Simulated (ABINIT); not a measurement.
Crystal: AlN.

```
CELL_PARAMETERS angstrom
0.00000 2.18399 2.18399
2.18399 0.00000 2.18399
2.18399 2.18399 0.00000
ATOMIC_POSITIONS crystal
Al 0.00000 0.00000 0.00000
N 0.25000 0.25000 0.25000
```

Measurements of this composition are mostly on another form, of space group No. 186.

Base run:

- Program: ABINIT 10.8.3 (patched build)
- Functional: PBE0
- Potentials or basis: SPMS NC PBE v1.0
- Cutoff: 952 eV
- k mesh: 6 × 6 × 6
- Occupations: fermi-dirac, width 0.05 eV
- Spin: no spin polarisation

Its results: band gap on the k mesh 6.15 eV, indirect (least direct gap 7.33 eV).

Problem. The run is repeated on the same cell with these changes: share of exact exchange from 0.35 to 0.25. What comes out?

Solution. Band gap on the k mesh 5.33 eV, indirect (least direct gap 6.43 eV).

Caveats: exact exchange is summed on a coarse mesh, which widens gaps by tenths of an eV.

A k mesh can miss the band edges.
